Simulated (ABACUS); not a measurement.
## GaSb in ABACUS: the effect of functional

GaSb:

```xyz
2
Lattice="-2.7534 2.7534 1.5907 2.7534 -2.7534 1.5907 2.7534 2.7534 -1.5907" Properties=species:S:1:pos:R:3 pbc="T T T"
Sb    0.0000    0.0000    0.0000
Ga    0.0000    2.7534    0.7954
```

Measurements of this composition are mostly on another form, of space group No. 216.

Alike in all runs:

| Item | Value |
| --- | --- |
| Program | ABACUS 3.10.1 |
| Task | single point |
| Potentials or basis | SG15 ONCV 1.2 PBE |
| Cutoff | 1361 eV |
| Density cutoff | 5442 eV |
| Basis | DZP LCAO (the cutoffs set its grid) |
| k mesh | 10 × 10 × 10 |
| Occupations | fermi-dirac, width 0.05 eV |
| Spin | no spin polarisation |

```tsv
functional	pressure (GPa)
LDA	-3.8
PBEsol	-1.8
RPBE	?
PW91	1.4
TPSS	-0.5
r2SCAN	-1.7
```

Task: What does the run with functional RPBE give?

Result: Pressure 3.4 GPa.

Caveats: the atomic orbitals were generated for these runs and aren't a published set; the potentials were made for another functional, which shifts forces and pressure; the basis of atomic orbitals isn't converged, which shifts pressures, moduli and gaps.

Runs at the PBE level aren't shown here.
